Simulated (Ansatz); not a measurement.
Crystal: Gd.

```
Gd
1.0
    -2.02500    2.02500    2.02500
     2.02500   -2.02500    2.02500
     2.02500    2.02500   -2.02500
Gd
1
Cartesian
  0.0000 0.0000 0.0000
```

This isn't the form of Gd at room conditions, which is hcp.

Base run:

```yaml
Program: Ansatz 0.2.0
Functional: PBEsol
Potentials_or_basis: all-electron LAPW, scalar-relativistic
Cutoff: 163 eV
Density_cutoff: 653 eV
Basis_error_allowed: 0.001 eV/atom
k_mesh: 9 × 9 × 9
Occupations: fermi-dirac, width 0.05 eV
Spin: collinear spin, ferromagnetic start
Starting_moments: "[7.0] μB"
```

Its results: pressure -2.3 GPa; net moment 7.60 μB per cell; site moments Gd +7.43 μB.

**Question.** The run is repeated on the same cell with these changes: hubbard terms from none to Gd f U = 4 eV. What comes out?

**Answer.** Pressure -2.1 GPa; net moment 7.79 μB per cell; site moments Gd +7.60 μB.

Caveats: an open f shell can end in a state above the lowest; the magnetic state may not be the lowest (some runs); U is the effective U less J, on atomic orbitals that reach past the spheres (some runs).

Not every run made on this cell is shown here.
